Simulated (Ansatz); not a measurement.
# Br on several prototypes: ranking of structure types by relaxed energy in Python

Wanted for Br on several prototypes: a ranking of structure types by relaxed energy.

All numbers are computed with Ansatz 0.2.0, driven from Python. Level of theory: DFT PBE, plane waves, PAW.

### Step 1. The structure

Br Fd-3m: Symmetry: Fd-3m, No. 227, cubic system. The conventional cell has a = 6.480 Å, b = 6.480 Å, c = 6.480 Å, α = 90.00°, β = 90.00°, γ = 90.00°. Br (site symmetry -43m) is surrounded by 4 Br at 2.81 Å.

Br P6_3/mmc: It takes space group P6_3/mmc (No. 194, hexagonal). The conventional cell has a = 3.330 Å, b = 3.330 Å, c = 5.438 Å, α = 90.00°, β = 90.00°, γ = 120.00°. Br (site symmetry -6m2) is surrounded by 12 Br at 3.33 Å.

Br Fm-3m: It takes space group Fm-3m (No. 225, cubic). The conventional cell has a = 4.710 Å, b = 4.710 Å, c = 4.710 Å, α = 90.00°, β = 90.00°, γ = 90.00°. Around Br (site symmetry m-3m) lie 12 Br at 3.33 Å.

Br Pm-3m: Symmetry: Pm-3m, No. 221, cubic system. Conventional cell: a = 3.060 Å, b = 3.060 Å, c = 3.060 Å, α = 90.00°, β = 90.00°, γ = 90.00°. Br (site symmetry m-3m) has 6 Br at 3.06 Å as nearest neighbours.

Br Im-3m: Symmetry: Im-3m, No. 229, cubic system. Conventional cell: a = 3.740 Å, b = 3.740 Å, c = 3.740 Å, α = 90.00°, β = 90.00°, γ = 90.00°. Br (site symmetry m-3m) has 8 Br at 3.24 Å as nearest neighbours.

No structure file is read: the coordinates are typed or built in the script.

### Step 2. The code

Contents of prototypes_br.py:

```python
"""Structural preference of Br among simple prototypes."""

import csv
import warnings

import ansatz as az
import numpy as np


def diamond(a_site, a):
    return az.Crystal.diamond(a_site, a=a)


def hcp(first, a):
    return (
        az.Lattice.from_parameters(a, a, 1.633 * a, alpha=90, beta=90, gamma=120)
        .space_group(194)
        .atom(first, (1 / 3, 2 / 3, 0.25))
    )


def fcc(first, a):
    return (
        az.Lattice.fcc(a)
        .space_group(225)
        .atom(first, (0, 0, 0))
        .primitive()
    )


def sc(a_site, a):
    return (
        az.Lattice.cubic(a)
        .space_group(221)
        .atom(a_site, (0, 0, 0))
    )


def bcc(A, a):
    return (
        az.Lattice.bcc(a)
        .space_group(229)
        .atom(A, (0, 0, 0))
        .primitive()
    )


def run_phase(name, crystal, relax=True):
    calc = (
        crystal.calculation()
        .functional("pbe")
        .basis(500)
        .kpoints(spacing=0.16)  # sampling of the Brillouin zone
        .occupations("fermi_dirac", width=0.05)  # fractional filling near the Fermi level
        .stress()  # GPa
        .band_table()  # levels at the mesh points
    )
    if relax:
        calc = calc.relax(force_tolerance=0.01, cell=True)
    return calc.run(threads=1, pin="off")

def bulk_modulus(name, outcome, step=0.015):
    # B = -V dP/dV from the pressures of two uniformly scaled cells, atoms held at their fractions
    pressure = []
    for factor in (1 - step, 1.0, 1 + step):
        cell = az.Crystal(lattice=az.Lattice.of(outcome.lattice.cell_ang * factor ** (1 / 3)))
        for site in outcome.report["lattice"]["sites"]:
            cell = cell.atom(site["symbol"], site["position_frac"])
        pressure.append(np.trace(run_phase(name, cell, relax=False).report["stress_gpa"]) / 3)
    slope, bend = (pressure[0] - pressure[2]) / (2 * step), abs(pressure[0] + pressure[2] - 2 * pressure[1])
    # a jump of mesh or basis between the cells shows as a kink: no modulus then
    return float(slope) if bend < 12 * step**2 * abs(slope) + 0.15 and abs(pressure[1]) < 1.5 else float("nan")

def relaxed_twice(name, crystal):
    # the second pass draws mesh and plane waves anew for the relaxed cell
    first = run_phase(name, crystal)
    again = az.Crystal(lattice=az.Lattice.of(first.lattice.cell_ang))
    for site in first.report["lattice"]["sites"]:
        again = again.atom(site["symbol"], site["position_frac"])
    return run_phase(name, again)


def volume_per_atom(outcome):
    return abs(np.linalg.det(outcome.lattice.cell_ang)) / len(outcome.lattice.sites)


def gap_ev(outcome):
    # nan where the run reports no band edges: a metal, overlapping bands, or a gap that is small against the smearing
    edges = outcome.report.get("band_edges_ev")
    return edges[1] - edges[0] if edges else float("nan")


def pressure_gpa(outcome):
    return float(np.trace(outcome.report["stress_gpa"]) / 3)


def main() -> None:
    # a is a first guess in angstrom
    warnings.simplefilter("ignore")

    phases = {}
    phases["diamond"] = diamond("Br", 6.48)
    phases["hcp"] = hcp("Br", 3.33)
    phases["fcc"] = fcc("Br", 4.71)
    phases["sc"] = sc("Br", 3.06)
    phases["bcc"] = bcc("Br", 3.74)

    done = {}
    for name, crystal in phases.items():
        done[name] = relaxed_twice(name, crystal)
        print(f"{name}: {done[name].report['energy_sigma0_ev']:.4f} eV, {len(done[name].lattice.sites)} atoms")

    energy = {name: o.report["energy_sigma0_ev"] / len(o.lattice.sites) for name, o in done.items()}
    lowest = min(energy.values())
    rows = [(name, len(o.lattice.sites), 1000 * (energy[name] - lowest), volume_per_atom(o), gap_ev(o), pressure_gpa(o), bulk_modulus(name, o)) for name, o in done.items()]
    rows.sort(key=lambda row: row[2])
    with open("prototypes.csv", "w", newline="") as handle:
        writer = csv.writer(handle)
        writer.writerow(["phase", "atoms", "dE (meV/atom)", "V (A^3/atom)", "gap (eV)", "P (GPa)", "B (GPa)"])
        writer.writerows([round(v, 4) if isinstance(v, float) else v for v in row] for row in rows)
    print(open("prototypes.csv").read())


if __name__ == "__main__":
    main()
```

### Step 3. The calls as engine input

The engine receives this input (first run):

```yaml
crystal:
  lattice:
    - [0.0, 3.24, 3.24]
    - [3.24, 0.0, 3.24]
    - [3.24, 3.24, 0.0]
  atoms:
    - { symbol: Br, position: [0.0, 0.0, 0.0] }
    - { symbol: Br, position: [0.25, 0.25, 0.25] }
basis:
  ecutwfc: 500.0
kpoints:
  mp_grid:
    kspacing: 0.16
hamiltonian:
  xc: pbe
scf:
  occupations:
    method: fermi_dirac
    width: 0.05
relax:
  f_tol: 0.01
  cell: {}
output:
  stress: true
  eigenvalues: true
```

### Step 4. Running it

The run is started by

```console
$ python prototypes_br.py
```

**Question.** Which of these structures comes out lowest, and how far apart are they?

The runs gave:

```
        quantity             value
   runs compared                25
          lowest  run 4 (P6_3/mmc)
next above it by      0.6 meV/atom
```

In words: By space group at the end of each run: P6_3/mmc (+0 meV an atom, 36.2 Å³), Pm-3m (+27 meV an atom, 29.8 Å³), Im-3m (+222 meV an atom, 26.7 Å³), Fd-3m (+231 meV an atom, 42.9 Å³) and Fm-3m (+256 meV an atom, 26.4 Å³). Run 2: After 0 moves the largest shift is 0.000 Å. The start was already close to the minimum. Run 8: The relaxation took 0 moves; the largest shift is 0.000 Å, of atom 1 (Br). The start was already close to the minimum. Reading the output:
- Pressure is positive in compression.
- The cells are built on prototypes, so they need not be phases found in nature. Rows bear the name of their start, and a relaxation keeps or raises the symmetry. Differences under 10 to 15 meV an atom lie within the error of mesh and functional.
